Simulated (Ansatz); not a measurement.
A plane-wave DFT run in Ansatz 0.2.0 (scalar-relativistic PAW potentials unless the input names others): input and command.

```yaml
crystal:
  lattice:
    - [-3.75004165, 3.75004165, 3.75004165]
    - [3.75004165, -3.75004165, 3.75004165]
    - [3.75004165, 3.75004165, -3.75004165]
  atoms:
    - { symbol: Pb, position: [0.0, 0.0, 0.0] }
basis:
  ecutwfc: 420
kpoints:
  mp_grid: { grid: [16, 16, 16] }
hamiltonian:
  xc: pbe
  dispersion: d3bj
scf:
  occupations: { method: gaussian, width: 0.1 }
  max_iter: 75
output:
  forces: true
  eigenvalues: true
  stress: true
```

```bash
ansatz run input.yaml --threads 1 --pin off --max-ram 2560MiB --backend cpu --events-out ev --progress --plain --runs-dir out
```

Abridged log:
```
Basis set: ecut = 420 eV, 4093 PW (Γ), exchange–correlation on 90×90×90 points (8 copies of the dense FFT grid, shifted against one another)
Bands: 11, of which v1, the nominal top of the filled ones, is band 7 counted from 1 (6 counted from 0)
Symmetry: 48 space group operations
k-points: 145 of 4096
SCF iter   1: F=—  HF=-11903.372768 eV  |F-HF|=—  |Δ(HF+E_count)|=         —  Δρ=1.83e-3  dr2=3.54e-2  ethr=1.77e-3  ⟨swp⟩=6.0  Hψ=10718  notcnv=0
SCF iter   2: F=—  HF=-11903.366664 eV  |F-HF|=—  |Δ(HF+E_count)|=   6.10e-3  Δρ=1.12e-3  dr2=1.24e-2  ethr=2.53e-4  ⟨swp⟩=2.1  Hψ=3299  notcnv=0
SCF iter   3: F=—  HF=-11903.366211 eV  |F-HF|=—  |Δ(HF+E_count)|=   4.53e-4  Δρ=4.43e-4  dr2=2.07e-3  ethr=8.85e-5  ⟨swp⟩=2.0  Hψ=2268  notcnv=0
SCF iter   4: F=—  HF=-11903.366550 eV  |F-HF|=—  |Δ(HF+E_count)|=   3.39e-4  Δρ=1.13e-4  dr2=3.25e-5  ethr=1.48e-5  ⟨swp⟩=2.2  Hψ=2180  notcnv=0
SCF iter   5: F=—  HF=-11903.366600 eV  |F-HF|=—  |Δ(HF+E_count)|=   5.01e-5  Δρ=1.86e-5  dr2=1.56e-6  ethr=2.32e-7  ⟨swp⟩=2.0  Hψ=2772  notcnv=0
SCF iter   6: F=-11903.366606 eV  HF=-11903.366606 eV  |F-HF|=3.00e-7  |Δ(HF+E_count)|=   5.84e-6  Δρ=4.61e-6  dr2=7.13e-8  ethr=7.14e-10  ⟨swp⟩=6.6  Hψ=9216  notcnv=0
SCF 1 converged in 6 iterations: F = -11903.366606 eV  dr2 = 7.13e-8
SCF converged after 6 iterations
Free energy (F): -11903.366606 eV
Harris-Foulkes:  -11903.366606 eV  (|F-HF|=3.00e-7)
Internal energy: -11903.328143 eV  (E = F + TS)
E sigma→0 (E₀):  -11903.347375 eV
Entropy (-TS):   -0.038463 eV (-38.463 meV/atom)
Fermi energy:    -1.492910 eV
  E_disp       = -0.052192  (pairwise vdW)
--- Forces (eV/Å), atoms counted from 1 ---
  atom   1  Pb     0.00000000     0.00000000     0.00000000
--- Stress (GPa, compression-positive) ---
       -0.714537       0.000000       0.000000
        0.000000      -0.714537       0.000000
        0.000000       0.000000      -0.714537
  P = ⅓ Tr σ = -0.7145 GPa (-7.145 kbar)
```

Problem. The run was meant for a cell not far from equilibrium. Find the fault.

Solution. The fault is a lattice typed in bohr (lattice vectors times 1.890). Setting it back cures it. The run converged all the same, with an energy at zero smearing 3.4 eV/atom above the reference's, pressure -0.71 GPa, largest force 0.000 eV/Å, no gap on the mesh, so convergence alone doesn't show that an input is right. A reference run of the cell with lattice vectors -1.9844 1.9844 1.9844; 1.9844 -1.9844 1.9844; 1.9844 1.9844 -1.9844 Å and the atoms in their places converged with pressure -1.22 GPa, largest force 0.000 eV/Å, no gap on the mesh.

The run took 15 s on 1 thread of Arm Neoverse V1 (shared host), peak memory 0.61 GiB.